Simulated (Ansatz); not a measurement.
# Does SrTiO3 in Amm2 form from SrO and TiO2?

Plane-wave DFT in Ansatz with scalar-relativistic PAW potentials, cutoff 500 eV, Γ-centred meshes chosen by cell and gap, Gaussian smearing with energies taken to zero width. Every cell was relaxed (cell and atoms) in a run of its own, within the symmetry of its start. Functional: r2SCAN.

The ternary relaxed to Amm2, 5 atoms in the computed cell, a = 3.901 Å, b = 5.534 Å, c = 5.542 Å; sites (symmetry × multiplicity) Sr mm2 × 2, Ti mm2 × 2, O m.. × 4 + mm2 × 2.

Total energies hold large constants for each element; a whole number of eV per atom of each element is taken off below, which cancels in a balanced reaction.

| compound | lowest structure computed | structures tried | V (Å³/atom) | gap on mesh (eV) | E (eV per formula unit, common shift removed) |
| --- | --- | --- | --- | --- | --- |
| SrTiO3 | Amm2 | 2 | 11.96 | 2.36 | -17.7248 |
| SrO | Fm-3m | 2 | 17.18 | 3.80 | -6.0553 |
| TiO2 | I4_1/amd | 6 | 11.40 | 2.57 | -10.3316 |

Task: Balance the reaction and work out its energy at 0 K.

Result: The balance is SrO + TiO2 → SrTiO3. ΔE = -1.338 eV per formula unit, -268 meV/atom, and the volume changes by -12.7 %. The ternary lies below these binaries, so it can form from them; whether it is stable also hangs on other ternaries and on other oxidation states, which this balance leaves out. Against the elements it is bound by 3.46 eV/atom, 13 times the size of this reaction energy: most of the binding is already in the binaries, and stability is decided by the small rest. A lower form of a binary that wasn't tried would raise the value, and a lower form of the ternary would lower it.